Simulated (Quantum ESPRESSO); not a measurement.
C in Quantum ESPRESSO: the effect of functional

Crystal: C.

```xyz
2
Lattice="0.0000 1.7834 1.7834 1.7834 0.0000 1.7834 1.7834 1.7834 0.0000" Properties=species:S:1:pos:R:3 pbc="T T T"
C     2.6751    2.6751    2.6751
C     1.7834    1.7834    1.7834
```

This isn't the form of C at room conditions, which is graphite.

Alike in all runs:

```yaml
Program: Quantum ESPRESSO 7.5
Task: dielectric tensor
Cutoff: 1116 eV
Density_cutoff: 4463 eV
k_mesh: 14 × 14 × 14, shifted
Occupations: fermi-dirac, width 0.05 eV
Spin: no spin polarisation
```

| functional | potentials or basis | pressure (GPa) | dielectric constant (mean) |
| --- | --- | --- | --- |
| LDA | PseudoDojo 0.4.1 SR LDA standard | -11.2 | 5.74 |
| PBEsol | PseudoDojo 0.4.1 SR PBEsol standard | -3.3 | 5.81 |
| WC | PseudoDojo 0.4.1 SR PBE standard | ? | ? |
| BLYP | PseudoDojo 0.4.1 SR PBE standard | 16.2 | 5.69 |
| AM05 | PseudoDojo 0.4.1 SR PBE standard | -5.5 | 5.82 |

Q: What does the run with functional WC give?

A: Pressure -2.4 GPa; dielectric constant 5.81 mean.

Caveats: the cell is more than 3 GPa from zero pressure, which shifts response properties (some runs); the potentials were made for another functional, which shifts forces and pressure (some runs).

Runs at the PBE level aren't shown here.
